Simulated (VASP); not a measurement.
Input of a VASP 6.6.1 run:

The input INCAR:

```
PREC = Accurate
ENCUT = 600
EDIFF = 1E-7
ISMEAR = 1
SIGMA = 0.1
LREAL = F
LASPH = T
NELM = 150
ALGO = Normal
ISIF = 3
LWAVE = F
LCHARG = F
ISPIN = 2
MAGMOM = 2
LORBIT = 11
LMAXMIX = 4
GGA = CA
IBRION = 2
NSW = 90
EDIFFG = -0.005
AMIX = 0.2
BMIX = 1E-4
AMIX_MAG = 0.8
BMIX_MAG = 1E-4
```

KPOINTS

```
Automatic mesh
0
Gamma
  18 18 18
```

POSCAR

```
Ni                                      
1.0
    0.0000000000      1.7110766121      1.7110766121
    1.7110766121     -0.0000000000      1.7110766121
    1.7110766121      1.7110766121      0.0000000000
  Ni            
     1
Direct
     1.0000000000000000    1.0000000000000000    0.0000000000000000
```

Potentials or basis: VASP PAW LDA potentials, release 64 (Ni).

Launch:

```sh
$ cat potpaw_LDA.64/Ni/POTCAR > POTCAR
$ mpirun -np 1 vasp_std > vasp.out
```

Task: Estimate the net moment.

Result: 0.60 μB per cell.

Task: Estimate the site moments.

Result: Ni +0.60 μB.

Task: Estimate the band gap on the k mesh.

Result: None (metal or under the smearing width).

Final structure:
```
Ni
1.0
     0.00000    1.71108    1.71108
     1.71108    0.00000    1.71108
     1.71108    1.71108    0.00000
Ni
1
Direct
  0.00000 0.00000 0.00000
```

Caveat: the relaxation stopped at its first step, so nothing moved.
